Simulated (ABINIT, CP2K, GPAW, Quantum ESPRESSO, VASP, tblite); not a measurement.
# HfO2: band gap by level of theory

```
Hf O
1.0
     5.11800    0.00000    0.00000
     0.00000    5.18570    0.00000
    -0.85866    0.00000    5.21387
Hf O
4 8
Direct
  0.27550 0.46030 0.70800
  0.72450 0.96030 0.79200
  0.72450 0.53970 0.29200
  0.27550 0.03970 0.20800
  0.07420 0.16840 0.84670
  0.92580 0.66840 0.65330
  0.92580 0.83160 0.15330
  0.07420 0.33160 0.34670
  0.44870 0.74190 0.98010
  0.55130 0.24190 0.51990
  0.55130 0.25810 0.01990
  0.44870 0.75810 0.48010
```

| rung | level | program and potentials | cutoff (eV) | k mesh | task | band gap (eV) | miss (eV) | notes |
| --- | --- | --- | --- | --- | --- | --- | --- | --- |
| tight binding or semi-empirical | GFN1-xTB | tblite, the method's own minimal valence basis | - | 1 × 1 × 1 | single point | 1.93 | -3.61 | coarse mesh; Γ point of a 2 × 2 × 2 supercell |
| LDA | LDA | ABINIT, JTH PAW LDA v2.0 | 626 | 2 × 2 × 2 | single point | 3.94 | -1.60 | coarse mesh; 8 valence electrons an atom on average; mesh may miss the edge |
| LDA | LDA | VASP, LDA PAW files Hf_pv, O, 520 eV | 520 | 5 × 5 × 5 | band structure | (a) | ? | 7.33 valence electrons an atom on average; from the band path |
| GGA | BLYP | VASP, PBE PAW files Hf_pv, O, 520 eV | 520 | 5 × 5 × 5 | band structure | 4.16 | -1.38 | potentials made for PBE; 7.33 valence electrons an atom on average; from the band path |
| GGA | PBE | CP2K, POTENTIAL_UZH Hf GTH-PBE-q12, O GTH-PBE-q6; TZVP-MOLOPT-PBE-GTH basis | - | 5 × 5 × 5 | band structure | 4.14 | -1.40 | atomic basis; 8 valence electrons an atom on average; from the band path |
| GGA | PBE | Quantum ESPRESSO, SG15 PBE 1.2 | 952 | 5 × 5 × 5 | band structure | 4.13 | -1.41 | 12.67 valence electrons an atom on average; from the band path |
| GGA | PBE | VASP, PBE PAW files Hf_pv, O, 520 eV | 520 | 5 × 5 × 5 | band structure | (b) | ? | 7.33 valence electrons an atom on average; from the band path |
| GGA | PBEsol | Quantum ESPRESSO, GBRV 1.5 PBEsol | 612 | 5 × 5 × 5 | band structure | 4.06 | -1.48 | 8 valence electrons an atom on average; from the band path |
| GGA | PW91 | VASP, PBE PAW files Hf_pv, O, 520 eV | 520 | 5 × 5 × 5 | band structure | 4.10 | -1.44 | potentials made for PBE; 7.33 valence electrons an atom on average; from the band path |
| GGA | revPBE | GPAW, the program's PAW data sets (release 1.2.1) made for this functional | 800 | 4 × 4 × 4 | atomic charges | 4.18 | -1.36 | 8 valence electrons an atom on average; mesh may miss the edge |
| GGA | revPBE | VASP, PBE PAW files Hf_pv, O, 520 eV | 520 | 5 × 5 × 5 | band structure | (c) | ? | potentials made for PBE; 7.33 valence electrons an atom on average; from the band path |
| meta-GGA | LAK | VASP, PBE PAW files Hf_pv, O, 520 eV | 520 | 4 × 4 × 4 | band structure | 4.82 | -0.72 | potentials made for PBE; 7.33 valence electrons an atom on average |

All rows: no spin polarisation. Gaps are the least found on the k mesh or the band path, and a mesh can miss the band edges. The cell comes from a database and isn't always the measured one. Meshes differ between rows, which moves values too. All levels ran on this one cell, unrelaxed unless noted. Meshes are those of the run's cell of 12 atoms unless a note names another. Misses use the values as printed. Runs on faulty files, with rough fits or with known faults for this quantity aren't shown. No row holds spin-orbit coupling.

Measured: 5.54 eV (arxiv:2112.02602). The runs are for a static lattice.

Problem. Estimate the values left out from the other rows.

Solution. (a) 3.92 eV, miss -1.62; (b) 4.11 eV, miss -1.43; (c) 4.17 eV, miss -1.37.
